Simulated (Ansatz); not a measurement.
Base system: AlSb in the zinc blende structure (space group F-43m, No. 216; a = 6.1775 Å).

The values are results of r2SCAN (Ansatz, a first-principles code, PAW, no spin-orbit coupling), earlier PAW set, not measurements.

Carriers are added at fixed cell with a uniform background; the Fermi–Dirac width is that of 300 K.

One change was made to it. Results:

| quantity | base | after |
|---|---|---|
| Fermi level relative to the doped band's edge (positive inside the band; to 0.05 eV) | – | +0.20 eV |
| gap character | indirect, Γ → a point along ⟨100⟩, about 0.9 Å⁻¹ from Γ | indirect, Γ → a point along ⟨100⟩, about 0.9 Å⁻¹ from Γ |
| gap between the host's bands | 1.50 eV | 1.49 eV |

Task: Which change produced these results?
(A) electrons 3.0×10^21 cm⁻³
(B) electrons 5.0×10^21 cm⁻³
(C) electrons 7.0×10^20 cm⁻³
(D) holes 3.0×10^21 cm⁻³
(E) holes 5.0×10^21 cm⁻³

Result: C, electrons 7.0×10^20 cm⁻³. For comparison, the Fermi level from band edge in the other runs: holes 5.0×10^21 cm⁻³ gives +0.65 eV; holes 3.0×10^21 cm⁻³ gives +0.50 eV; electrons 3.0×10^21 cm⁻³ gives +0.45 eV; electrons 5.0×10^21 cm⁻³ gives +0.60 eV.

Charged cell with a jellium background: band edges are those of the host's band count, energies are not comparable with the neutral cell, and many-body gap narrowing is missing. With Sb present, leaving out spin-orbit coupling can change the band edges. Whether these cells are dynamically stable was not tested.
